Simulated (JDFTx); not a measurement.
# Se (P3_121) in JDFTx: notebook

One crystal, Se, is run at these levels: PBE, r2SCAN, RPBE; tasks: single point, relaxation of cell and atoms.

All numbers are computed with JDFTx 1.7.0 (patched build); they aren't measurements. Logs are shortened: lines on timing, memory, paths and dates and some standing lists are left out, and cuts for length are marked. The log counts tension as positive stress, the text compression.

## Step 1: The structure

The structure is trigonal, space group P3_121 (No. 152). The conventional cell has a = 4.366 Å, b = 4.366 Å, c = 4.954 Å, α = 90.00°, β = 90.00°, γ = 120.00°. Se (site symmetry 2) has 2 Se at 2.37 Å as nearest neighbours.

## Step 2: Single point, PBE

Se.in

```
lattice \
    8.2509222053    -4.1254611027     0.0000000000 \
    0.0000000000     7.1455082345     0.0000000000 \
    0.0000000000     0.0000000000     9.3609473309
coords-type Lattice
ion Se     0.7746000000     0.7746000000     0.0000000000 1
ion Se     0.0000000000     0.2254000000     0.6666666667 1
ion Se     0.2254000000     0.0000000000     0.3333333333 1

ion-species pseudo/Se.upf
elec-cutoff 43 344
elec-ex-corr gga-PBE
kpoint-folding 5 5 4
elec-smearing Fermi 0.0018374661
elec-n-bands 32
electronic-SCF nIterations 100 energyDiffThreshold 1e-09
electronic-minimize nIterations 30 energyDiffThreshold 1e-7
converge-empty-states yes
forces-output-coords Cartesian

dump-name run.$VAR
dump End Ecomponents EigStats BandEigs Kpoints Forces Stress State ElecDensity Dtot KEdensity
```

Potentials or basis: PseudoDojo-SR-PBE-0.5-standard.

On the command line:

```sh
jdftx -c 1 -i Se.in -o Se.out
```

Standard output:

```text
*************** JDFTx 1.7.0 (patched build) ***************

Input parsed successfully to the following command list (including defaults):
[... the input with its defaults ...]

---------- Setting up symmetries ----------

Found 24 point-group symmetries of the bravais lattice
Found 6 space-group symmetries with basis
Applied RMS atom displacement 2.54773e-10 bohrs to make symmetries exact.

---------- Initializing the Grid ----------
R =
[      8.25092     -4.12546            0  ]
[            0      7.14551            0  ]
[            0            0      9.36095  ]
unit cell volume = 551.894
G =
[   0.761513    0.43966         -0  ]
[          0    0.87932          0  ]
[          0         -0   0.671213  ]
Minimum fftbox size, Smin = [  72  72  80  ]
Chosen fftbox size, S = [  72  72  80  ]

---------- Initializing tighter grid for wavefunction operations ----------
R =
[      8.25092     -4.12546            0  ]
[            0      7.14551            0  ]
[            0            0      9.36095  ]
unit cell volume = 551.894
G =
[   0.761513    0.43966         -0  ]
[          0    0.87932          0  ]
[          0         -0   0.671213  ]
Minimum fftbox size, Smin = [  52  52  56  ]
Chosen fftbox size, S = [  54  54  56  ]

---------- Exchange Correlation functional ----------
Initalized PBE GGA exchange.
Initalized PBE GGA correlation.

---------- Setting up pseudopotentials ----------
Width of ionic core gaussian charges (only for fluid interactions / plotting) set to 0

Reading pseudopotential file 'pseudo/Se.upf':
  'Se' pseudopotential, 'PBE' functional
  Generated using ONCVPSP code by D. R. Hamann
  16 valence electrons, 3 orbitals, 6 projectors, 1001 radial grid points, with lMax = 2
    3D    l: 2   occupation: 10.0   eigenvalue: -1.952304
    4S    l: 0   occupation:  2.0   eigenvalue: -0.635300
    4P    l: 1   occupation:  4.0   eigenvalue: -0.239292
  Core radius for overlap checks: 1.83 bohrs.

Initialized 1 species with 3 total atoms.

Folded 1 k-points by 5x5x4 to 100 k-points.

---------- Setting up k-points, bands, fillings ----------
Adding inversion symmetry to k-mesh for non-inversion-symmetric unit cell.
Reduced to 17 k-points under symmetry.
Computing the number of bands and number of electrons
Calculating initial fillings.
nElectrons:  48.000000   nBands: 32   nStates: 17

----- Setting up reduced wavefunction bases (one per k-point) -----
average nbasis = 7431.870 , ideal nbasis = 7432.794

---------- Setting up ewald sum ----------
Optimum gaussian width for ewald sums = 2.724844 bohr.
Real space sum over 1089 unit cells with max indices [  5  5  4  ]
Reciprocal space sum over 2535 terms with max indices [  6  6  7  ]

---------- Allocating electronic variables ----------
Initializing wave functions:  linear combination of atomic orbitals
Note: number of bands (32) exceeds available atomic orbitals (27)
Se pseudo-atom occupations:   s ( 2 )  p ( 4 )  d ( 10 )
	FillingsUpdate:  mu: +0.297815308  nElectrons: 48.000000
LCAOMinimize: Iter:   0  F: -333.9794068919013625  |grad|_K:  1.038e-03  alpha:  1.000e+00
	FillingsUpdate:  mu: +0.301230811  nElectrons: 48.000000
LCAOMinimize: Iter:   1  F: -333.9863035016086314  |grad|_K:  7.716e-05  alpha:  7.186e-01  linmin:  2.572e-02  cgtest: -1.445e-01
	FillingsUpdate:  mu: +0.301026730  nElectrons: 48.000000
[... 4 lines of inner loops ...]
LCAOMinimize: Iter:   4  F: -333.9863500192700485  |grad|_K:  2.571e-08  alpha:  8.991e-01  linmin:  4.289e-03  cgtest: -2.580e-02
	FillingsUpdate:  mu: +0.300981866  nElectrons: 48.000000
LCAOMinimize: Iter:   5  F: -333.9863500192711854  |grad|_K:  1.788e-08  alpha:  1.459e+00  linmin:  1.988e-01  cgtest: -9.902e-01
LCAOMinimize: Converged (|Delta F|<1.000000e-06 for 2 iters).

-------- Electronic minimization -----------
Will mix electronic density at each iteration.
	FillingsUpdate:  mu: +0.300981866  nElectrons: 48.000000
	FillingsUpdate:  mu: +0.287027022  nElectrons: 48.000000
SCF: Cycle:  0   F: -334.075084307389261   dF: -8.873e-02   |Residual|: 1.206e-01   |deigs|: 1.233e-01
	FillingsUpdate:  mu: +0.290697802  nElectrons: 48.000000
SCF: Cycle:  1   F: -334.097606941448475   dF: -2.252e-02   |Residual|: 4.975e-02   |deigs|: 5.744e-03
	FillingsUpdate:  mu: +0.292555634  nElectrons: 48.000000
SCF: Cycle:  2   F: -334.100764633143683   dF: -3.158e-03   |Residual|: 1.689e-02   |deigs|: 2.852e-03
	FillingsUpdate:  mu: +0.293292691  nElectrons: 48.000000
SCF: Cycle:  3   F: -334.100902465452748   dF: -1.378e-04   |Residual|: 3.576e-03   |deigs|: 9.039e-04
	FillingsUpdate:  mu: +0.293600971  nElectrons: 48.000000
SCF: Cycle:  4   F: -334.100916752891692   dF: -1.429e-05   |Residual|: 2.009e-03   |deigs|: 4.160e-04
	FillingsUpdate:  mu: +0.293604923  nElectrons: 48.000000
SCF: Cycle:  5   F: -334.100924443130964   dF: -7.690e-06   |Residual|: 3.158e-04   |deigs|: 7.987e-05
	FillingsUpdate:  mu: +0.293648122  nElectrons: 48.000000
SCF: Cycle:  6   F: -334.100925857266759   dF: -1.414e-06   |Residual|: 2.300e-04   |deigs|: 6.721e-05
	FillingsUpdate:  mu: +0.293665799  nElectrons: 48.000000
SCF: Cycle:  7   F: -334.100926694420878   dF: -8.372e-07   |Residual|: 8.055e-05   |deigs|: 2.692e-05
	FillingsUpdate:  mu: +0.293666441  nElectrons: 48.000000
SCF: Cycle:  8   F: -334.100926967610974   dF: -2.732e-07   |Residual|: 3.644e-05   |deigs|: 9.673e-06
	FillingsUpdate:  mu: +0.293667126  nElectrons: 48.000000
SCF: Cycle:  9   F: -334.100927176452728   dF: -2.088e-07   |Residual|: 2.033e-05   |deigs|: 1.862e-05
	FillingsUpdate:  mu: +0.293667662  nElectrons: 48.000000
SCF: Cycle: 10   F: -334.100927234716721   dF: -5.826e-08   |Residual|: 1.913e-05   |deigs|: 1.029e-05
	FillingsUpdate:  mu: +0.293666832  nElectrons: 48.000000
SCF: Cycle: 11   F: -334.100927280429403   dF: -4.571e-08   |Residual|: 7.005e-06   |deigs|: 1.631e-05
	FillingsUpdate:  mu: +0.293666689  nElectrons: 48.000000
SCF: Cycle: 12   F: -334.100927293196321   dF: -1.277e-08   |Residual|: 4.201e-06   |deigs|: 8.665e-06
	FillingsUpdate:  mu: +0.293666592  nElectrons: 48.000000
SCF: Cycle: 13   F: -334.100927304400102   dF: -1.120e-08   |Residual|: 3.056e-06   |deigs|: 1.135e-05
	FillingsUpdate:  mu: +0.293666506  nElectrons: 48.000000
SCF: Cycle: 14   F: -334.100927307167353   dF: -2.767e-09   |Residual|: 1.592e-06   |deigs|: 5.753e-06
	FillingsUpdate:  mu: +0.293666439  nElectrons: 48.000000
SCF: Cycle: 15   F: -334.100927309625774   dF: -2.458e-09   |Residual|: 1.293e-06   |deigs|: 7.115e-06
	FillingsUpdate:  mu: +0.293666372  nElectrons: 48.000000
SCF: Cycle: 16   F: -334.100927310199211   dF: -5.734e-10   |Residual|: 4.681e-07   |deigs|: 3.665e-06
	FillingsUpdate:  mu: +0.293666382  nElectrons: 48.000000
SCF: Cycle: 17   F: -334.100927310708698   dF: -5.095e-10   |Residual|: 5.949e-07   |deigs|: 3.143e-06
SCF: Converged (|Delta E|<1.000000e-09 for 2 iters).

Setting wave functions to eigenvectors of Hamiltonian
Converging empty states (this may take a while): |deigs|: 4.313e-05

# Stress tensor in Cartesian coordinates [Eh/a0^3]:
[  -7.3757e-05            0            0  ]
[            0  -7.3757e-05            0  ]
[            0            0 -0.000139266  ]

# Ionic positions in lattice coordinates:
ion Se   0.774600000000000   0.774600000000000   0.000000000000000 1
ion Se   0.000000000000000   0.225400000000000   0.666666666666667 1
ion Se   0.225400000000000   0.000000000000000   0.333333333333333 1

# Forces in Cartesian coordinates:
force Se  -0.004141934516827  -0.007174041024735   0.000000000000000 1
force Se  -0.004141934516827   0.007174041024676   0.000000000000000 1
force Se   0.008283869033654   0.000000000000058   0.000000000000000 1

# Energy components:
   Eewald =     -183.0694919055563616
       EH =      114.7453977561707177
     Eloc =     -298.6691781150638576
      Enl =     -159.3851564806859074
      Exc =      -72.5779358938200261
 Exc_core =       29.6051995221438382
       KE =      235.2502378259582372
-------------------------------------
     Etot =     -334.1009272908532921
       TS =        0.0000000198553831
-------------------------------------
        F =     -334.1009273107086983

IonicMinimize: Iter:   0  F: -334.100927310708698  |grad|_K:  4.783e-03
IonicMinimize: None of the convergence criteria satisfied after 0 iterations.

#--- Lowdin population analysis ---
# oxidation-state Se +0.051 +0.051 +0.051

Dumping 'run.eigStats' ...
	eMin: -1.506309 at state 2 ( [ +0.000000 +0.000000 +0.500000 ] spin 0 )
	HOMO: +0.270450 at state 16 ( [ +0.200000 +0.400000 +0.500000 ] spin 0 )
	mu  : +0.293666
	LUMO: +0.315545 at state 2 ( [ +0.000000 +0.000000 +0.500000 ] spin 0 )
	eMax: +0.653407 at state 16 ( [ +0.200000 +0.400000 +0.500000 ] spin 0 )
	HOMO-LUMO gap: +0.045095
	Optical gap  : +0.049249 at state 16 ( [ +0.200000 +0.400000 +0.500000 ] spin 0 )
Done!
[note: mu as printed may lie anywhere between the filled and the empty levels]
```

Run time: 4.3 min. Hardware: 1 thread of Arm Neoverse V1, shared host; peak memory 0.26 GiB.

What came out:

```
Free energy            : -9091.3494 eV
Pressure               : 2.8 GPa
Largest force          : 0.426 eV/Å
Band gap on the k mesh : 1.23 eV, indirect (least direct gap 1.34 eV)
```

Forces in eV/Å, atoms in the order of the input:
```
Se  -0.213 -0.369  0.000
Se  -0.213  0.369  0.000
Se   0.426  0.000  0.000
```

Stress tensor (GPa, compression positive):
```
2.17 0.00 0.00
0.00 2.17 0.00
0.00 0.00 4.10
```

Caveat: the k mesh is coarse; an odd mesh through Γ misses points on the zone boundary, where band edges often lie.

## Step 3: Single point, r2SCAN

Se.in

```
lattice \
    4.3662000000    -2.1831000000     0.0000000000 \
    0.0000000000     3.7812401180     0.0000000000 \
    0.0000000000     0.0000000000     4.9536000000
latt-scale 1.889726124626 1.889726124626 1.889726124626
coords-type Lattice
ion Se     0.7746000000     0.7746000000     0.0000000000 1
ion Se     0.0000000000     0.2254000000     0.6666666667 1
ion Se     0.2254000000     0.0000000000     0.3333333333 1

ion-species pseudo/Se.upf
elec-cutoff 40 320
elec-ex-corr mgga-x-r2scan mgga-c-r2scan
kpoint-folding 3 3 2
elec-smearing Fermi 0.0018374661
elec-n-bands 15
electronic-SCF nIterations 100 energyDiffThreshold 1e-09
electronic-minimize nIterations 30 energyDiffThreshold 1e-7
converge-empty-states yes
forces-output-coords Cartesian

dump-name run.$VAR
dump End Ecomponents EigStats BandEigs Kpoints Forces Stress ElecDensity KEdensity
```

Potentials or basis: SG15-PBE-1.2.

On the command line:

```sh
jdftx -c 1 -i Se.in -o Se.out
```

Run time: 85 s. Hardware: 1 thread of Arm Neoverse V2, shared host; peak memory 0.26 GiB.

It converged, with:

```yaml
Free_energy: -771.8645 eV
Pressure: 2.3 GPa
Largest_force: 0.399 eV/Å
Band_gap_on_the_k_mesh: 1.44 eV, direct
```

Forces on the atoms (eV/Å):
```
Se  -0.200 -0.346  0.000
Se  -0.200  0.346  0.000
Se   0.399  0.000  0.000
```

Stress tensor (GPa, compression positive):
```
1.80 0.00 0.00
0.00 1.80 0.00
0.00 0.00 3.16
```

Levels at points of the mesh, in eV from the valence-band top:
```
           k point  band 6  band 7  band 8  band 9  band 10  band 11  band 12  band 13
(0.00, 0.00, 0.00)   -3.67   -1.93   -1.93   -0.23     2.32     2.32     2.61     6.92
(0.00, 0.00, 0.50)   -3.31   -1.38   -1.38   -0.98     1.64     1.64     1.65     6.99
```

Caveat: the k mesh is coarse (spacing up to 0.63 Å⁻¹), so the values aren't converged; meta-GGA forces are noisy on this grid; the potentials were made for another functional, which shifts forces and pressure; an odd mesh through Γ misses points on the zone boundary, where band edges often lie. r2SCAN opens gaps a little over a GGA but as a rule still falls short of measured ones.

## Step 4: Relaxation of cell and atoms, RPBE

Se.in

```
lattice \
    8.2509222053    -4.1254611027     0.0000000000 \
    0.0000000000     7.1455082345     0.0000000000 \
    0.0000000000     0.0000000000     9.3609473309
coords-type Lattice
ion Se     0.7746000000     0.7746000000     0.0000000000 1
ion Se     0.0000000000     0.2254000000     0.6666666667 1
ion Se     0.2254000000     0.0000000000     0.3333333333 1

ion-species pseudo/Se.upf
elec-cutoff 43 344
elec-ex-corr gga-x-rpbe gga-c-pbe
kpoint-folding 4 4 3
elec-smearing Fermi 0.0018374661
elec-n-bands 32
electronic-SCF nIterations 100 energyDiffThreshold 1e-09
electronic-minimize nIterations 30 energyDiffThreshold 1e-7
forces-output-coords Cartesian
lattice-minimize nIterations 40 energyDiffThreshold 1e-6

dump-name run.$VAR
dump End Ecomponents EigStats BandEigs Kpoints Forces Stress ElecDensity Dtot KEdensity
```

Potentials or basis: PseudoDojo-SR-PBE-0.5-standard.

On the command line:

```sh
jdftx -c 1 -i Se.in -o Se.out
```

Run time: 26 min. Hardware: 1 thread of Arm Neoverse V2, shared host; peak memory 0.22 GiB.

Results (log left out):

```
Free energy                            : -9090.6774 eV
Relaxed volume                         : 32.53 Å³/atom
Relaxed cell                           : a = 4.702 Å, b = 4.702 Å, c = 5.096 Å, α = 90.00°, β = 90.00°, γ = 120.00°
Space group after relaxing (to 0.05 Å) : P3_121 (No. 152)
Energy gained by relaxing              : 56.7 meV/atom
Ionic steps                            : 23
Pressure after relaxing                : 0.0 GPa
Band gap on the k mesh                 : 1.81 eV, indirect (least direct gap 1.93 eV)
```

The path:
```csv
step,energy change (eV),largest force (eV/Å),pressure (GPa),volume (Å³)
1,0.0000,0.4662,4.88,81.78
2,-0.0157,0.3437,4.32,82.12
3,-0.0533,0.0053,2.60,83.57
4,-0.0683,0.1125,1.88,84.62
5,-0.0829,0.2187,1.16,86.00
6,-0.1009,0.3654,0.05,88.71
7,-0.1098,0.4772,-0.92,91.84
8,-0.1157,0.4419,-0.88,92.30
9,-0.1212,0.4107,-0.88,92.92
10,-0.1278,0.4236,-1.33,95.36
11,-0.1468,0.1958,-2.05,102.02
12,-0.1586,0.1235,-0.68,100.77
13,-0.1588,0.3567,1.24,97.00
14,-0.1588,0.3569,1.24,97.00
15,-0.1631,0.2746,0.97,97.12
16,-0.1696,0.0482,0.20,97.48
17,-0.1699,0.0075,0.05,97.56
18,-0.1700,0.0002,0.02,97.58
19,-0.1700,0.0021,0.01,97.60
20,-0.1701,0.0062,-0.03,97.63
21,-0.1702,0.0031,-0.02,97.62
22,-0.1702,0.0014,0.00,97.58
23,-0.1702,0.0013,0.00,97.58
```

Final structure:
```xyz
3
Lattice="4.7022 0.0000 0.0000 -2.3511 4.0722 0.0000 0.0000 0.0000 5.0959" Properties=species:S:1:pos:R:3 pbc="T T T"
Se    1.8616    3.2243    0.0000
Se   -0.4895    0.8479    3.3973
Se    0.9790    0.0000    1.6986
```

Levels at points of the mesh, in eV from the valence-band top:
```tsv
k point	band 20	band 21	band 22	band 23	band 24	band 25	band 26	band 27	band 28	band 29
(0.00, 0.00, 0.00)	-3.49	-2.92	-1.55	-1.55	-0.04	2.34	2.34	2.79	6.06	7.18
(0.00, 0.50, 0.00)	-3.96	-2.56	-2.11	-1.47	-0.51	2.42	2.87	3.96	6.44	7.71
```

Caveat: the k mesh is coarse (spacing up to 0.42 Å⁻¹), so the values aren't converged; the volume moved by over 15 % at a fixed basis, so the end points are rough; the plane waves are those of the starting cell, so after so large a change of volume the result is rough; the potentials were made for another functional, which shifts forces and pressure; an odd mesh through Γ misses points on the zone boundary, where band edges often lie; the volume moved by +19 % from the deposited cell, more than functionals usually miss. Zero-point motion and thermal expansion aren't in these numbers.

## Step 5: Overview

| task | level | potentials or basis | cell | k mesh | cutoff (eV) | further solve for the empty bands | gap on the mesh (eV) | pressure (GPa) | largest force (eV/Å) |
| --- | --- | --- | --- | --- | --- | --- | --- | --- | --- |
| single point | PBE | PseudoDojo-SR-PBE-0.5-standard | as given | 5 × 5 × 4 | 1170 | yes | 1.23 | 2.8 | 0.43 |
| single point | r2SCAN | SG15-PBE-1.2 | as given | 3 × 3 × 2 | 1088 | yes | 1.44 | 2.3 | 0.40 |
| relaxation of cell and atoms | RPBE | PseudoDojo-SR-PBE-0.5-standard | relaxed | 4 × 4 × 3 | 1170 | no | 1.81 | 0.0 | - |

Alike in all rows: no spin polarisation; smearing fermi-dirac 0.05 eV; the mesh is coarse, so values aren't converged.

Caveats: some runs use coarse meshes; an odd mesh through Γ misses points on the zone boundary, where band edges often lie; the potentials were made for another functional, which shifts forces and pressure (some runs); meta-GGA forces are noisy on this grid (some runs); the volume moved by over 15 % at a fixed basis, so the end points are rough (some runs); the plane waves are those of the starting cell, so after so large a change of volume the result is rough (some runs); the volume moved by +19 % from the deposited cell, more than functionals usually miss (some runs).

Absolute energies hang on the potentials; compare differences alone.
